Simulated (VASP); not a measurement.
Crystal: Al.

```
Al
1.0
     0.00000    2.02481    2.02481
     2.02481    0.00000    2.02481
     2.02481    2.02481    0.00000
Al
1
Direct
  0.00000 0.00000 0.00000
```

Base run:

| Property | Result |
| --- | --- |
| Program | VASP 6.6.1 |
| Functional | PBEsol |
| Potentials or basis | VASP PAW PBE potentials, release 64 (Al) |
| Cutoff | 520 eV |
| k mesh | 11 × 11 × 11 |
| Occupations | fermi-dirac, width 0.05 eV |
| Spin | no spin polarisation |

Its results: pressure -1.9 GPa.

The run is repeated on the same cell with these changes: functional from PBEsol to PBE0; k mesh from 11 × 11 × 11 to 6 × 6 × 6. What comes out?

Pressure -1.5 GPa.

Several settings changed at once, so the effect can't be laid on one alone.

Caveats: some runs use coarse meshes; the PAW data sets were made with another functional, which shifts forces and pressure a little.
